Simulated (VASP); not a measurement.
NGeH3: single point with HSE06+TS

The system is NGeH3, in a box.

```
N Ge H
1.0
    11.00000    0.00000    0.00000
     0.00000   13.00000    0.00000
     0.00000    0.00000   10.00000
N Ge H
1 1 3
Direct
  0.49336 0.44394 0.51544
  0.59090 0.55591 0.53168
  0.51743 0.37472 0.55223
  0.41146 0.44256 0.47045
  0.49644 0.62851 0.45457
```

```json
{
 "Program": "VASP 6.6.1",
 "Task": "single point",
 "Functional": "HSE06",
 "Dispersion": "TS",
 "Potentials or basis": "VASP PAW PBE potentials, release 64 (N, Ge_d, H)",
 "Cutoff": "520 eV",
 "k mesh": "1 × 1 × 1",
 "Occupations": "gaussian, width 0.01 eV",
 "Spin": "no spin polarisation",
 "Grid for exact exchange (PRECFOCK)": "Normal",
 "Screening parameter": "0.2 1/A",
 "Further INCAR settings": "ALGO = Normal; EDIFF = 1e-07; NBANDS = 19"
}
```

| Quantity | Value |
| --- | --- |
| Largest force | 0.166 eV/Å |
| Gap between the frontier levels | 4.20 eV |
| Hirshfeld charges | N -0.29; Ge +0.21; H +0.11, -0.13 e |
| Dispersion energy per atom | -0.001 eV |

Forces in eV/Å, atoms in the order of the input:
```
N    0.089  0.113  0.013
Ge  -0.137 -0.080 -0.049
H    0.000  0.008 -0.001
H   -0.002 -0.004  0.001
H    0.051 -0.038  0.036
```

Levels at points of the mesh, in eV from the valence-band top:
```
           k point  band 8  band 9  band 10  band 11  band 12  band 13  band 14  band 15
(0.00, 0.00, 0.00)   -7.23   -3.16    -1.43     0.00     4.20     5.55     6.18     6.67
```

It took 7.3 min on 1 thread of Intel(R) Xeon(R) 6975P-C (Granite Rapids), with other jobs on the host, peak memory 1.2 GiB.

Caveat: the PAW data sets were made with another functional, which shifts forces and pressure a little.
